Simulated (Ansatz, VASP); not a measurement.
## One calculation of Be2H, two programs

The input INCAR:

```
SYSTEM = Be2H
PREC = Accurate
ENCUT = 600
EDIFF = 1E-6
ISMEAR = 0
SIGMA = 0.1
LREAL = .FALSE.
LASPH = .TRUE.
NELM = 100
ALGO = Normal
ISIF = 3
LWAVE = .FALSE.
LCHARG = .FALSE.
GGA = PE
IBRION = 2
NSW = 100
EDIFFG = -0.01
```

Contents of KPOINTS:

```
regular mesh
0
G
  20 20 12
  0 0 0
```

POSCAR

```
Be2H
1.0
    2.3607953067      0.0000000000      0.0000000000
    0.0000000000      2.3607953067      0.0000000000
    0.0000000000      0.0000000000      4.0984762875
Be H
2 1
Direct
    0.5000000000      0.5000000000      0.2522599534
    0.5000000000      0.5000000000      0.7477400466
    0.0000000000      0.0000000000      0.0000000000
```

Input for Ansatz:

```yaml
crystal:
  lattice:
    - [2.3607953067, 0.0, 0.0]
    - [0.0, 2.3607953067, 0.0]
    - [0.0, 0.0, 4.0984762875]
  atoms:
    - { symbol: Be, position: [0.5, 0.5, 0.2522599534] }
    - { symbol: Be, position: [0.5, 0.5, 0.7477400466] }
    - { symbol: H, position: [0.0, 0.0, 0.0] }
basis:
  ecutwfc: 420
kpoints:
  mp_grid: { grid: [20, 20, 12] }
hamiltonian:
  xc: pbe
scf:
  occupations: { method: gaussian, width: 0.1 }
output:
  forces: true
  stress: true
  eigenvalues: true
relax:
  adjacent_minimum: "off"
  f_tol: 0.01
  max_steps: 80
  cell: { stress_tol: 0.05 }
```

Change from the starting cell: species swapped into the FeSi2 type (P4/mmm, No. 123).

Alike in both runs: task relaxation of cell and atoms; functional PBE; k mesh 20 × 20 × 12; occupations gaussian, width 0.1 eV; no spin polarisation.

```csv
,VASP,Ansatz
version,VASP 6.6.1,Ansatz 0.2.0
potentials or method,"VASP PAW PBE potentials, release 64 (Be, H)","scalar-relativistic, plane waves, PAW"
plane-wave cutoff (eV),600,420
valence electrons in the cell,5,5
```

|  | VASP | Ansatz | Ansatz less VASP |
| --- | --- | --- | --- |
| gap on the k mesh at the Fermi level, each at its own relaxed structure (eV) | none | none | - |
| relaxed volume (Å³/atom) | 7.58 | 7.58 | -0.003 |
| relaxed cell length with the largest relative difference (Å) | 4.195 | 4.193 | -0.0020 |
| energy change over the relaxation (meV/atom) | -2 | -2 | +0.1 |

A gap of «none» marks a metal or a gap that the smearing closes.
